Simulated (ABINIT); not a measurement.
# BN (Qingsongite): G0W0 with ABINIT, start to end, part 3 of 3

Aim: the G0W0 gap of BN (Qingsongite) on PBE, step by step.

ABINIT 10.8.3; PBE and many-body steps on it, plane waves. Known limits of the many-body steps: not at the basis limit.

So far. Step 4 (Empty states on the mesh, 8×8×8 mesh, 311 bands): On this mesh the gap is 4.535 eV. Step 5 (Screening, 8×8×8 mesh, 303 bands, screening to 598.7 eV): Local fields lower ε∞ by 8 %.

## (6) Self-energy, 8×8×8 mesh, 303 bands, screening to 598.7 eV

The self-energy is evaluated for the states that the input lists, and the levels follow from it, in one-shot runs by the linearised quasiparticle equation.

This step: G0W0 on PBE, plane waves, norm-conserving pseudopotentials.

Contents of run.abi:

```
acell 3*1.0 Angstrom
rprim 
  -0.000000000000 1.807500000000 1.807500000000
  1.807500000000 0.000000000000 1.807500000000
  1.807500000000 1.807500000000 -0.000000000000
ntypat 2
znucl 5 7
natom 2
typat 1 2
xred 
  0.000000000000 0.000000000000 0.000000000000
  0.250000000000 0.250000000000 0.250000000000
pp_dirpath "pseudos"
pseudos "B.upf, N.upf"
ecut 36
ngkpt 8 8 8
nshiftk 1
shiftk 0 0 0
kptopt 1
chksymbreak 0
istwfk *1
occopt 1
irdwfk 1
optdriver 4
nband 303
gwcalctyp 0
ecutsigx 36
symsigma 1
nkptgw 3
kptgw 
  0.0000000000 0.0000000000 0.0000000000
  0.5000000000 0.5000000000 0.0000000000
  0.5000000000 0.0000000000 0.0000000000
bdgw 
  2 7
  3 6
  3 7
ecuteps 22
irdscr 1
ppmodel 1
indata_prefix "in"
outdata_prefix "out"
tmpdata_prefix "tmp"
```

Command:

```sh
$ OMP_NUM_THREADS=1 mpirun -n 4 abinit run.abi > log
```

Numbers of over 12 decimals in the logs are rounded to 6 here.

The log of the run:

```text
.Version 10.8.3 of ABINIT. v10.8.2 released Aug 2026.

 Symmetries : space group F-4 3 m (#216); Bravais cF (face-center cubic)
[... echo of the input left out ...]
== DATASET  1 ==================================================================
-   mpi_nproc: 4, omp_nthreads: 1 (-1 if OMP is not activated)

--- !DatasetInfo
iteration_state: {dtset: 1, }
dimensions: {natom: 2, nkpt: 29, mband: 303, nsppol: 1, nspinor: 1, nspden: 1, mpw: 869, }
cutoff_energies: {ecut:  36.0, pawecutdg:  -1.0, }
electrons: {nelect:   8.00000000E+00, charge:   0.00000000E+00, occopt:   1.00000000E+00, tsmear:   1.00000000E-02, }

 SIGMA: Calculation of the GW corrections

 Based on a program developped by R.W. Godby, V. Olevano, G. Onida, and L. Reining.
 Incorporated in ABINIT by V. Olevano, G.-M. Rignanese, and M. Torrent.
.Using double precision arithmetic ; gwpc =  8

[... cell and pseudopotentials left out ...]
--------------------------------------------------------------------------------

 ==== K-mesh for the wavefunctions ====
 Number of points in the irreducible wedge :    29
[... list of points left out ...]
 Together with 24 symmetry operations and time-reversal symmetry
 yields   512 points in the full Brillouin Zone.

 ==== Q-mesh for screening function ====
 Number of points in the irreducible wedge :    29
[... list of points left out ...]
 Together with 24 symmetry operations and time-reversal symmetry
 yields   512 points in the full Brillouin Zone.

 vcoul_init : cutoff-mode = AUXILIARY_FUNCTION
 q-points for optical limit:   1
     1)      0.000010    0.000020    0.000030
 setmesh: FFT mesh size selected  =    25x   25x   25
          total number of points  =        15625

 Number of electrons calculated from density =    8.0000; Expected =    8.0000
 average of density, n =  0.100376
 r_s =    1.3348
 omega_plasma =   30.5612 [eV]

 === KS Band Gaps ===
  >>>> For spin  1
   Minimum direct gap =   8.8782 [eV], located at k-point      :   0.0000  0.0000  0.0000
   Fundamental gap    =   4.5349 [eV], Top of valence bands at :   0.0000  0.0000  0.0000
                                       Bottom of conduction at :   0.5000  0.5000  0.0000
 SIGMA fundamental parameters:
 PLASMON POLE MODEL  1
 number of plane-waves for SigmaX                  869
 number of plane-waves for SigmaC and W            411
 number of plane-waves for wavefunctions           869
 number of bands                                   303
 number of independent spin polarizations            1
 number of spinorial components                      1
 number of k-points in IBZ                          29
 number of q-points in IBZ                          29
 number of symmetry operations                      24
 number of k-points in BZ                          512
 number of q-points in BZ                          512
 number of frequencies for dSigma/dE                 9
 frequency step for dSigma/dE [eV]                0.25
 number of omega for Sigma on real axis              0
 max omega for Sigma on real axis  [eV]           0.00
 zcut for avoiding poles [eV]                     0.10

 EPSILON^-1 parameters (SCR file):
 dimension of the eps^-1 matrix on file            411
 dimension of the eps^-1 matrix used               411
 number of plane-waves for wavefunctions           869
 number of bands                                   303
 number of q-points in IBZ                          29
 number of frequencies                               2
 number of real frequencies                          1
 number of imag frequencies                          1

 matrix elements of self-energy operator (all in [eV])

 Perturbative Calculation

--- !SelfEnergy_ee
iteration_state: {dtset: 1, }
kpoint     : [   0.000,    0.000,    0.000, ]
spin       : 1
KS_gap     :    8.878
QP_gap     :   11.060
Delta_QP_KS:    2.182
data: !SigmaeeData |
     Band     E0 <VxcDFT>   SigX SigC(E0)      Z dSigC/dE  Sig(E)    E-E0       E
        2   8.220 -18.520 -22.080   2.181   0.826  -0.211 -19.659  -1.139   7.081
        3   8.220 -18.520 -22.080   2.181   0.826  -0.211 -19.659  -1.139   7.081
        4   8.220 -18.520 -22.080   2.181   0.826  -0.211 -19.659  -1.139   7.081
        5  17.099 -13.778  -7.152  -5.388   0.842  -0.187 -12.736   1.043  18.141
        6  17.099 -13.778  -7.152  -5.388   0.842  -0.187 -12.736   1.043  18.141
        7  17.099 -13.778  -7.152  -5.388   0.842  -0.187 -12.736   1.043  18.141

--- !SelfEnergy_ee
iteration_state: {dtset: 1, }
kpoint     : [   0.500,    0.500,    0.000, ]
spin       : 1
KS_gap     :    9.442
QP_gap     :   11.470
Delta_QP_KS:    2.028
data: !SigmaeeData |
     Band     E0 <VxcDFT>   SigX SigC(E0)      Z dSigC/dE  Sig(E)    E-E0       E
        3   3.313 -16.496 -21.657   3.265   0.815  -0.227 -18.042  -1.545   1.768
        4   3.313 -16.496 -21.657   3.265   0.815  -0.227 -18.042  -1.545   1.768
        5  12.755 -12.570  -7.394  -4.611   0.854  -0.172 -12.088   0.482  13.238
        6  17.562 -12.696  -6.779  -5.196   0.850  -0.176 -12.083   0.613  18.175

--- !SelfEnergy_ee
iteration_state: {dtset: 1, }
kpoint     : [   0.500,    0.000,    0.000, ]
spin       : 1
KS_gap     :   12.154
QP_gap     :   14.113
Delta_QP_KS:    1.959
data: !SigmaeeData |
     Band     E0 <VxcDFT>   SigX SigC(E0)      Z dSigC/dE  Sig(E)    E-E0       E
        3   6.277 -17.635 -21.866   2.629   0.823  -0.215 -18.953  -1.319   4.958
        4   6.277 -17.635 -21.866   2.629   0.823  -0.215 -18.953  -1.319   4.958
        5  18.431 -14.677  -8.165  -5.743   0.833  -0.201 -14.037   0.640  19.071
        6  18.999 -13.941  -6.909  -5.715   0.837  -0.194 -12.837   1.103  20.103
        7  18.999 -13.941  -6.909  -5.715   0.837  -0.194 -12.837   1.103  20.103

== END DATASET(S) ==============================================================
================================================================================

 -outvars: echo values of variables after computation  --------
           etotal      0.0000000000E+00
            nband         303
             nkpt          29
          spgroup         216
 [... the other variables as echoed above ...]

 Calculation completed.
```

Elapsed: 7.3 min, on 4 MPI ranks of Arm Neoverse V1, shared host; peak memory 3.5 GiB; 29 min of CPU time.

Numbers from this step:

- G0W0 gap on the points computed: 6.157 eV
- starting gap on the mesh: 4.535 eV
- k of the valence top: 0, 0, 0
- k of the conduction bottom: 0.5, 0.5, 0
- Z at the valence top: 0.826
- Z at the conduction bottom: 0.854
- least direct G0W0 gap on the computed points: 11.06 eV

The gap on the mesh goes from 4.53 eV to 6.16 eV, a correction of +1.62 eV.

Limits: finite bands, cutoff and mesh. v1 is the top filled band, c1 the lowest empty one. Levels before and after the correction, in eV, zero at the valence-band top of each column:

```
           conduction bottom  valence top
Kohn-Sham               4.53         0.00
     G0W0               6.16         0.00
```

|  | level | energy (eV) |
| --- | --- | --- |
| Kohn-Sham | Γ v3-v1 | 0.000 |
| Kohn-Sham | Γ c1-c3 | 8.878 |
| Kohn-Sham | (0.5 0.5 0) v2-v1 | -4.907 |
| Kohn-Sham | (0.5 0.5 0) c1 | 4.535 |
| Kohn-Sham | (0.5 0.5 0) c2 | 9.342 |
| G0W0 | Γ v3-v1 | 0.000 |
| G0W0 | Γ c1-c3 | 11.060 |
| G0W0 | (0.5 0.5 0) v2-v1 | -5.313 |
| G0W0 | (0.5 0.5 0) c1 | 6.157 |
| G0W0 | (0.5 0.5 0) c2 | 11.094 |

## (7) Where the time went

Times are wall times on 4 MPI ranks of Arm Neoverse V1, shared host, good to a factor of about two.

| step | time | share | memory (GiB) |
| --- | --- | --- | --- |
| ground state | 5.1 s | 0 % | 0.25 |
| bands along the symmetry lines | 3.8 s | 0 % | 0.23 |
| empty states on the mesh | 9.7 s | 1 % | 0.34 |
| screening | 20 min | 72 % | 3.1 |
| self-energy | 7.3 min | 27 % | 3.5 |

## (8) What came out

| Item | Value |
| --- | --- |
| PBE gap | 4.54 eV, indirect |
| G0W0 gap on the mesh | 6.16 eV |
| GW settings | 8×8×8 mesh, 303 bands, screening to 598.7 eV, Godby-Needs plasmon pole |
| known limits | not at the basis limit |

G0W0 moves the gap on the mesh from 4.53 eV to 6.16 eV (+1.62 eV), with Z of 0.83 and 0.85 at the edges. Local fields lower the RPA ε∞ on this mesh from 4.66 to 4.31. Only 3 of the mesh's irreducible points were corrected, so a valley elsewhere could overtake. The dearest step here is «screening». Bands and cutoff are finite, so the gap is not at the basis limit. The miss can reach some tenths of an eV and take either sign; the mesh is an error of its own. In the G0W0 run levels were corrected at 3 k points alone, so a gap called «on the mesh» is the least over those, and an edge elsewhere would be missed.

[Paths, hosts, dates, memory and timing lines, banners, echoed tables and standing remarks are left out of the program output.]

[Logs are printed without paths, hosts, clocks, repeated set-up lines and the standing remarks that a program may print on its own settings, such as how far it seeks lower states.]

[Runs of the session that timed out or met a known fault of the program may be left out.]

[Hosts, paths, dates, database ids (printed as entryN), source tags and the programs' standing remarks are cut or masked in the printed files.]

[G0W0 gaps are taken among the corrected bands and points alone; a level outside them can change the order at an edge.]

[Where Ansatz stands beside ABINIT at settings called matched, ABINIT's density can come from a denser mesh and the files from another edition; pairs whose starting gaps differed by over 0.03 eV were left out, so agreement reads better than it is.]
